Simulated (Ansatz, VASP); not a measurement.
## Se in VASP and in Ansatz

```
CELL_PARAMETERS angstrom
4.36620 0.02183 0.02183
-2.16419 3.77032 0.00799
0.02477 0.02477 4.95360
ATOMIC_POSITIONS crystal
Se 0.22540 0.00000 0.33333
Se 0.00000 0.22540 0.66667
Se 0.77460 0.77460 0.00000
```

Change from the starting cell: equal xy, yz and zx shear strains of +1 %, crystal datasets.

Alike in both runs: task electric field gradients; functional PBE; k mesh 6 × 6 × 5; occupations fermi-dirac, width 0.03 eV; no spin polarisation.

|  | VASP | Ansatz |
| --- | --- | --- |
| version | VASP 6.6.1 | Ansatz 0.2.0 |
| potentials or method | VASP PAW PBE potentials, release 64 (Se), cutoff 520 eV | all-electron PAW with datasets made for the crystal, scalar-relativistic |

```csv
,VASP,Ansatz,Ansatz less VASP
gap on the k mesh at the Fermi level (eV),1.25,1.26,+0.008
pressure (GPa),2.9,2.8,-0.14
largest component of the traceless stress (GPa),1.22,1.17,-0.052
rms of the force components (eV/Å),0.271,0.250,-0.0209
Vzz of the field gradient on the site that differs most (V/Å²),-507.6,-528.8,-21.23
```

Atom by atom the forces differ by 0.022 eV/Å (rms over components). Ansatz ran all-electron here, so the differences hold the error of VASP's frozen core and of both bases.

Caveats: an odd mesh through Γ misses points on the zone boundary, where band edges often lie.
